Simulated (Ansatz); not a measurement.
The calculation used DFT PBE, scalar-relativistic, plane waves, PAW in Ansatz 0.2.0. All cells share a 420 eV cutoff and Γ-centred k meshes spaced at most about 0.3 Å⁻¹ (about 0.25 or finer for metals, 2π included). Cells run with spin keep no moment; the others have no spin polarisation.

These are static total energies at zero pressure.

Two forms of SrTi2O4 were relaxed alike.

A.

```xyz
14
Lattice="0.0000 4.5234 4.5234 4.5234 0.0000 4.5234 4.5234 4.5234 0.0000" Properties=species:S:1:pos:R:3 pbc="T T T"
Sr    6.7851    6.7851    6.7851
Sr    4.5234    4.5234    4.5234
Ti    3.3925    3.3925    1.1308
Ti    1.1308    3.3925    3.3925
Ti    3.3925    1.1308    3.3925
Ti    1.1308    1.1308    1.1308
O     8.1078    8.1078    8.1078
O     5.4623    8.1078    5.4623
O     8.1078    5.4623    5.4623
O     5.8461    5.8461    3.2006
O     5.4623    5.4623    8.1078
O     5.8461    3.2006    5.8461
O     3.2006    5.8461    5.8461
O     3.2006    3.2006    3.2006
```

B.

```xyz
14
Lattice="1.5896 -4.9555 0.0000 1.5896 4.9555 0.0000 0.0000 0.0000 10.2748" Properties=species:S:1:pos:R:3 pbc="T T T"
Sr    1.5896    1.1787    2.5687
Sr    1.5896   -1.1787    7.7061
Ti    1.5896   -3.7243    9.6341
Ti    1.5896   -3.7243    5.7781
Ti    1.5896    3.7243    4.4967
Ti    1.5896    3.7243    0.6407
O     1.5896   -4.2125    7.7061
O     1.5896    2.6074    9.2452
O     1.5896    2.6074    6.1670
O     1.5896    4.2125    2.5687
O     1.5896   -2.6074    4.1078
O     1.5896   -2.6074    1.0296
O     1.5896    0.0000    0.0000
O     1.5896    0.0000    5.1374
```

Task: Which would you expect to be lower, and how large is the difference?

Result: B is lower, by 111 meV/atom. A has the spinel type, space group Fd-3m (No. 227), 13.2 Å³/atom and no gap on its mesh; B has space group Cmcm (No. 63), 11.6 Å³/atom and no gap. Counting O atoms around Sr and Ti (those within 1.25 times the shortest such distance or 1.15 times the sum of covalent radii, 1.27 where that leaves under three; a plus sign parts nearer from farther groups), A has Sr 4, Ti 6 and B has Sr 6+3, Ti 6. The denser one is the lower, and pressure would at first widen the difference. In A, Sr is surrounded by 4 O at 2.29 Å and 12 Ti at 3.75 Å; Ti has 6 O at 2.09 Å, 6 Ti at 3.20 Å, 2 O at 3.58 Å and 6 Sr at 3.75 Å; around O lie 3 Ti at 2.09 Å, 1 Sr at 2.29 Å and 3 O at 2.66 Å. In B, Sr has 6 O at 2.49–2.50 Å, 2 O at 2.83 Å, 1 O at 3.03 Å, 2 Sr at 3.18 Å, 2 Ti at 3.19 Å and 8 Ti at 3.47–3.58 Å; Ti is surrounded by 6 O at 1.99–2.14 Å, 1 Ti at 2.78 Å, 4 Ti at 3.18–3.22 Å, 1 Sr at 3.19 Å, 4 Sr at 3.47–3.58 Å, 1 O at 3.60 Å and 6 O at 3.75–3.78 Å; O on a site of symmetry m2m is surrounded by 2 Ti at 1.99 Å and 2 Sr at 2.49 Å; 2 more sites not described. Both come from invented guesses.

In such compounds of Ti a zero gap at this level may well be an artefact, since no Hubbard U is applied. A magnetic state wasn't ruled out in cells without spin, among them Cmcm. Cells relaxed within their symmetry can be saddle points.
